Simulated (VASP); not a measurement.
Crystal: Ge.

```
Ge
1.0
     0.00000    2.88574    5.11566
     2.63050    0.00000    5.11566
     2.63050    2.88574    0.00000
Ge
4
Direct
  0.72649 0.27351 0.72649
  0.27351 0.72649 0.27351
  0.21813 0.21813 0.78187
  0.78187 0.78187 0.21813
```

This isn't the form of Ge at room conditions, which is diamond.

Base run:

| Property | Result |
| --- | --- |
| Program | VASP 6.6.1 |
| Functional | PBE |
| Potentials or basis | VASP PAW PBE potentials, release 64 (Ge_d) |
| Cutoff | 520 eV |
| k mesh | 5 × 5 × 5 |
| Occupations | fermi-dirac, width 0.05 eV |
| Spin | no spin polarisation |

Its results: pressure -0.2 GPa; largest force 0.079 eV/Å.

After a change of settings the same cell gave: pressure -3.7 GPa; largest force 0.089 eV/Å. Which change was it?
A. functional from PBE to RPBE
B. functional from PBE to PW91
C. functional from PBE to PBEsol
D. functional from PBE to LDA; potentials or basis from VASP PAW PBE potentials, release 64 (Ge_d) to VASP PAW LDA potentials, release 64 (Ge_d)

C.

PBEsol binds more tightly than PBE, so the same cell stands under less pressure.

Caveats: the PAW data sets were made with another functional, which shifts forces and pressure a little (some runs).
